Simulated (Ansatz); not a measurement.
# Os: the cost of one run

Method: DFT PBE, scalar-relativistic, plane waves, PAW, in Ansatz 0.2.0.

### Step 1. Starting point

The structure is cubic, space group Pm-3m (No. 221). The conventional cell has a = 3.630 Å, b = 3.630 Å, c = 3.630 Å, α = 90.00°, β = 90.00°, γ = 90.00°. Around Os (site symmetry 4/mmm) lie 8 Os at 2.57 Å.

Structure file:

```
Os
1.0
     3.62957    0.00000    0.00000
     0.00000    3.62957    0.00000
     0.00000    0.00000    3.62957
Os
3
Direct
  0.50000 0.00000 0.00000
  0.00000 0.50000 0.00000
  0.00000 0.00000 0.50000
```

A structure generator made this guess: random cell by space group and Wyckoff sites (Pm-3m, No. 221). The dimensions are guesses.

### Step 2. The guess as it stands, on a coarse mesh

Contents of input.yaml:

```yaml
crystal:
  lattice:
    - [3.62957139, 0.0, 0.0]
    - [0.0, 3.62957139, 0.0]
    - [0.0, 0.0, 3.62957139]
  atoms:
    - { symbol: Os, position: [0.5, 0.0, 0.0] }
    - { symbol: Os, position: [0.0, 0.5, 0.0] }
    - { symbol: Os, position: [0.0, 0.0, 0.5] }
basis:
  ecutwfc: 420
kpoints:
  mp_grid: { grid: [6, 6, 6] }
hamiltonian:
  xc: pbe
scf:
  occupations: { method: gaussian, width: 0.1 }
  lower_state_search: "off"
output:
  forces: true
  stress: true
  eigenvalues: true
```

The run is started by

```
ansatz run input.yaml --threads 1 --pin off --max-ram 2560MiB --backend cpu --events-out ev --progress --plain --runs-dir out
```

Q: Estimate wall time and peak memory on 1 thread of Intel Xeon at 2.50GHz (Skylake/Cascade Lake), shared host.

About 3.5 s, with a peak of 0.32 GiB.
